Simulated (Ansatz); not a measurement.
What does this script print? It uses Ansatz 0.2.0, Python API.

Input file `knbo3.cif`:
```cif
data_KNbO3
_cell_length_a 3.996000
_cell_length_b 3.996000
_cell_length_c 4.063000
_cell_angle_alpha 90.00000
_cell_angle_beta 90.00000
_cell_angle_gamma 90.00000
_symmetry_space_group_name_H-M 'P 1'
_symmetry_Int_Tables_number 1
loop_
_symmetry_equiv_pos_as_xyz
'x, y, z'
loop_
_atom_site_label
_atom_site_type_symbol
_atom_site_fract_x
_atom_site_fract_y
_atom_site_fract_z
K1 K    0.000000    0.000000    0.018000
Nb2 Nb    0.500000    0.500000    0.500000
O3 O    0.500000    0.500000    0.044000
O4 O    0.500000    0.000000    0.540000
O5 O    0.000000    0.500000    0.540000
```

Script `knbo3_md.py`:
```python
'''Born-Oppenheimer dynamics of KNbO3.'''

import ansatz as az
from ase import Atoms
from ase.io import read
from ase.neighborlist import neighbor_list
import numpy as np

atoms = read('knbo3.cif')
knbo3 = az.Crystal.from_ase(atoms)

# a coarse mesh keeps each step cheap
setup = (
    knbo3.supercell(2, 1, 1).calculation()
    .functional(az.Functional.PBE)
    .pseudopotentials('paw')
    .kpoints(1, 2, 2)
    .occupations('fixed')
    .md(az.Ensemble.NVE, timestep=3.0, steps=10, temperature=100, initial_velocities='maxwell_boltzmann', seed=658)
)
steps = []


def collect(event):
    if event['event'] == 'md_step':
        steps.append(event['data'])


res = setup.session().plan().execute(on_event=collect)
data = res.report

for s in steps[::1]:
    print('%3d %7.1f fs  total %.4f eV  T %6.1f K' % (s['step'], s['time_fs'], s['lagrangian_ev'] + s['e_kin_ev'], s['temperature_k']))

temperature = np.array([s['temperature_k'] for s in steps])
print(f'mean temperature of the second half {temperature[len(steps) // 2 :].mean():.1f} K')

symbols = [site.symbol for site in res.lattice.sites]
pairs = np.concatenate([neighbor_list('d', Atoms(symbols, positions=s['positions_ang'], cell=res.lattice.cell_ang, pbc=True), 4.5) for s in steps[len(steps) // 2 :]])
counts, edges = np.histogram(pairs, bins=np.arange(0.5, 4.51, 0.25))
for low, count in zip(edges, counts / (len(symbols) * len(steps[len(steps) // 2 :]))):
    print(f'{low:4.2f}-{low + 0.25:4.2f} A  {count:6.2f} neighbours an atom')

print('last positions (A) and velocities (A/fs)')
for site, xyz, vel in zip(res.lattice.sites, steps[-1]['positions_ang'], steps[-1]['velocities_ang_fs']):
    print(f'{site.symbol:2s}', ' '.join(f'{v:8.4f}' for v in xyz), ' ', ' '.join(f'{v:9.5f}' for v in vel))

track = np.array([s['positions_ang'] for s in steps])
names = np.array([site.symbol for site in res.lattice.sites])
for name in sorted(set(names)):
    msd = ((track[:, names == name] - track[0, names == name]) ** 2).sum(axis=2).mean(axis=1)
    print(f'mean square displacement of {name} (A^2):', np.round(msd[:: max(len(msd) // 6, 1)], 4))
```

Output of `python knbo3_md.py`:
```text
DeckWarning: md: disabling space-group detection — thermal motion breaks the input geometry's symmetry, so no spatial operation reduces the k-mesh or symmetrises the density; time reversal is kept, [...]
DeckWarning: basis.ecutwfc = 420 eV, auto-derived from the records' recommended cutoffs: set by K (normal level)
  0     0.0 fs  total -15593.6815 eV  T  100.0 K
  1     3.0 fs  total -15593.6816 eV  T  115.5 K
  2     6.0 fs  total -15593.6821 eV  T  161.8 K
  3     9.0 fs  total -15593.6831 eV  T  232.0 K
  4    12.0 fs  total -15593.6844 eV  T  314.1 K
  5    15.0 fs  total -15593.6857 eV  T  393.3 K
  6    18.0 fs  total -15593.6869 eV  T  454.2 K
  7    21.0 fs  total -15593.6875 eV  T  484.3 K
  8    24.0 fs  total -15593.6871 eV  T  478.2 K
  9    27.0 fs  total -15593.6860 eV  T  443.0 K
 10    30.0 fs  total -15593.6850 eV  T  393.2 K
mean temperature of the second half 441.0 K
0.50-0.75 A    0.00 neighbours an atom
0.75-1.00 A    0.00 neighbours an atom
1.00-1.25 A    0.00 neighbours an atom
1.25-1.50 A    0.00 neighbours an atom
1.50-1.75 A    0.10 neighbours an atom
1.75-2.00 A    1.10 neighbours an atom
2.00-2.25 A    0.83 neighbours an atom
2.25-2.50 A    0.37 neighbours an atom
2.50-2.75 A    1.87 neighbours an atom
2.75-3.00 A    6.97 neighbours an atom
3.00-3.25 A    0.77 neighbours an atom
3.25-3.50 A    1.60 neighbours an atom
3.50-3.75 A    1.60 neighbours an atom
3.75-4.00 A    3.03 neighbours an atom
4.00-4.25 A    4.00 neighbours an atom
4.25-4.50 A    4.10 neighbours an atom
last positions (A) and velocities (A/fs)
K    0.0385   0.0102   0.0550     0.00058   0.00028  -0.00056
Nb   2.0306   1.9302   1.9360     0.00177  -0.00273  -0.00177
O    1.9563   2.0262   0.2015    -0.00336   0.00282  -0.00418
O    1.9146   0.0569   2.3920    -0.00509   0.00190   0.00486
O   -0.0750   2.0341   2.3913    -0.00254  -0.00000   0.00689
K    3.9840  -0.0058   0.1201    -0.00026  -0.00016   0.00083
Nb   6.0220   2.0517   1.9744     0.00224   0.00201  -0.00117
O    5.9283   1.9597   0.1785    -0.00451  -0.00350  -0.00732
O    5.9501  -0.0417   2.3752    -0.00594   0.00136   0.00895
O    3.8893   2.0274   2.4110    -0.00262   0.00129   0.00723
mean square displacement of K (A^2): [0.     0.     0.0001 0.0003 0.0005 0.0007 0.001  0.0013 0.0016 0.0019
 0.0022]
mean square displacement of Nb (A^2): [0.     0.     0.0002 0.0005 0.001  0.0019 0.0032 0.0049 0.0068 0.0088
 0.0109]
mean square displacement of O (A^2): [0.     0.0001 0.0006 0.0014 0.0029 0.0053 0.0087 0.0133 0.0192 0.026
 0.0333]
```
(Warnings from the package without file and line, shortened.)

Absolute energies stand on the zero of these potentials, so only differences at equal settings mean something. A total without «per atom» is that of the cell as typed. The run is spin-unpolarised. The k-point mesh is coarse, and energy and stress weren't tested for convergence. The starting cell is as deposited in a crystallographic database; the results hold for this polymorph, which needn't be the stable one. A small cell, a coarse mesh and a very short run: it shows the set-up and gives no equilibrium averages. The whole script took 18 s on 1 thread of Arm Neoverse V1, with other jobs on the host, peak memory 0.49 GiB.
